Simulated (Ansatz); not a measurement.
The system is NaH.

```
Na H
1.0
     0.00000    2.44000    2.44000
     2.44000    0.00000    2.44000
     2.44000    2.44000    0.00000
Na H
1 1
Direct
  0.00000 0.00000 0.00000
  0.50000 0.50000 0.50000
```

| Property | Result |
| --- | --- |
| Program | Ansatz 0.2.0 |
| Task | single point |
| Functional | PBE |
| Potentials or basis | Ansatz PAW |
| Cutoff | 420 eV (not typed: the program's choice for these potentials) |
| k mesh | 9 × 9 × 9 |
| Occupations | fermi-dirac, width 0.05 eV |
| Spin | no spin polarisation |

On this cell: pressure -0.7 GPa; largest force zero by symmetry; band gap on the k mesh 4.01 eV, indirect (least direct gap 4.70 eV).

The same run follows on a disturbed copy (atoms moved at random, drawn with an rms of 0.05 Å):

```xyz
2
Lattice="0.0000 2.4400 2.4400 2.4400 0.0000 2.4400 2.4400 2.4400 0.0000" Properties=species:S:1:pos:R:3 pbc="T T T"
Na    0.0180   -0.0161   -0.0274
H     2.4480    2.4532    2.4375
```

What changes?

The energy moves by +0.3 meV/atom; pressure -0.6 GPa; largest force 0.030 eV/Å; band gap on the k mesh 4.01 eV, indirect (least direct gap 4.70 eV).

Forces on the atoms (eV/Å):
```
Na  -0.008  0.022  0.019
H    0.008 -0.022 -0.019
```

Caveats: odd divisions of the mesh miss points on the zone boundary, where band edges often lie, so the gap on the mesh can be too wide.

A k mesh can miss the band edges.
